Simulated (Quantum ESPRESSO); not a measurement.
# BaZrO3: dielectric tensor and Born charges under several settings

```xyz
5
Lattice="4.1913 0.0000 0.0000 0.0000 4.1913 0.0000 0.0000 0.0000 4.1913" Properties=species:S:1:pos:R:3 pbc="T T T"
Ba    0.0000    0.0000    0.0000
Zr    2.0957    2.0957    2.0957
O     2.0957    2.0957    0.0000
O     2.0957    0.0000    2.0957
O     0.0000    2.0957    2.0957
```

All runs used Quantum ESPRESSO 7.5; k mesh 4 × 4 × 4, shifted; given cell; no spin polarisation; cutoff 1143 eV; occupations smeared at first, fixed for the response.

| level | potentials | pressure (GPa) | sum of the Born charges (e) |
| --- | --- | --- | --- |
| LDA | PseudoDojo 0.4.1 SR LDA standard | -5.0 | 0.12 |
| PBE | PseudoDojo 0.4.1 SR PBE standard | 4.2 | 0.13 |
| PBEsol | PseudoDojo 0.4.1 SR PBEsol standard | ? | ? |
| WC | PseudoDojo 0.4.1 SR PBE standard | -0.6 | 0.13 |
| BLYP | PseudoDojo 0.4.1 SR PBE standard | 9.5 | 0.12 |
| AM05 | PseudoDojo 0.4.1 SR PBE standard | 0.0 | 0.13 |

Question: What stands in the row left open?

Answer: Pressure -1.1 GPa; sum of the Born charges 0.13 e.

Caveats: this release of the barium file is off; the cell is more than 3 GPa from zero pressure, which shifts response properties (some runs); the potentials were made for another functional, which shifts forces and pressure (some runs).

For the row left open. Caveat: the mesh is thin for the dielectric tensor, Born charges and intensities, which usually come out too large; this release of the barium file is off; the Born charges break their sum rule by 0.13 e, a sign of too thin a mesh.
